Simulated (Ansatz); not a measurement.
The cell is KBr built on the zincblende prototype; cell and atoms were relaxed with r2SCAN. It is cubic, F-43m (No. 216); a = 7.377 Å in the conventional setting, 50.17 Å³ an atom. K is surrounded by 4 Br at 3.19 Å; Br is surrounded by 4 K at 3.19 Å.

```cif
data_structure
_symmetry_space_group_name_H-M 'P 1'
_symmetry_Int_Tables_number 1
_cell_length_a 5.2160
_cell_length_b 5.2160
_cell_length_c 5.2160
_cell_angle_alpha 60.000
_cell_angle_beta 60.000
_cell_angle_gamma 60.000
_cell_volume 100.35
loop_
_atom_site_label
_atom_site_type_symbol
_atom_site_fract_x
_atom_site_fract_y
_atom_site_fract_z
_atom_site_occupancy
K1 K 0.00000 0.00000 0.00000 1
Br1 Br 0.25000 0.25000 0.25000 1
```

The questions ask for values computed with Ansatz 0.2.0 on this geometry. All values are calculated for a non-magnetic cell, which may be hypothetical.

Given (6×6×6 mesh): LDA gives an indirect gap of 3.98 eV, from k = (0, 0.229, -1/4) to Γ; the least direct gap is 4.00 eV at Γ. Least and direct gap differ so little that the kind isn't settled.

**Question.** How does the gap change from LDA to r2SCAN (6×6×6)?

**Answer.** The r2SCAN gap is indirect, 4.84 eV (k = (0, 0.229, -1/4) to Γ), below the direct gap of 4.86 eV at Γ. Least and direct gap differ so little that the kind isn't settled. The gap differs by +0.86 eV from LDA's.

**Question.** Estimate the gap with PBE0 on 4×4×4.

**Answer.** With PBE0 the valence top lies at k = (0, 0.229, -1/4) and the conduction bottom at Γ, 6.12 eV higher; the smallest vertical gap, at Γ, is 6.14 eV. Least and direct gap differ so little that the kind isn't settled. The gap differs by +2.14 eV from LDA's.

**Question.** How does the gap change from LDA to Hartree-Fock (4×4×4)?

**Answer.** The Hartree-Fock gap is indirect, 11.27 eV (k = (0, 0.229, -1/4) to Γ), below the direct gap of 11.28 eV at Γ. Least and direct gap differ so little that the kind isn't settled. The gap differs by +7.29 eV from LDA's.

**Question.** Order these levels by the gap that they give, smallest first.
A. HSE06
B. r2SCAN
C. Hartree-Fock
D. LDA
E. DDH-PBE0
F. PBE0
G. r2SCANh

**Answer.** D (3.98 eV), B (4.84 eV), A (5.39 eV), G (5.46 eV), F (6.12 eV), E (7.93 eV), C (11.27 eV).

**Question.** Roughly how does the cost of the LDA run (6×6×6) compare with r2SCAN's (6×6×6)?

**Answer.** About 0.4 times as much (5 core-seconds against 13 core-seconds, on 2 threads of Arm Neoverse N1 (shared host)).

**Question.** What are ε∞ and the Born charges with r2SCAN?

**Answer.** ε∞: 1.98 in all directions. Born charges, averaged over directions: K +1.03, Br -1.03 e.

The runs are scalar-relativistic, without spin-orbit coupling.

Where an edge lies off the special points, it is a point of the mesh or the k point where a search put PBE's edge or least direct gap, reused for the other functionals, whose own edges may lie a little apart.

Coordinates of k points refer to the reciprocal vectors of the primitive cell of the runs.

The meshes of the hybrids are coarse, so their gaps aren't converged to the digits shown.

PBE's own run along the path (4.28 eV) came before the search for the edges and missed one, so it isn't listed.
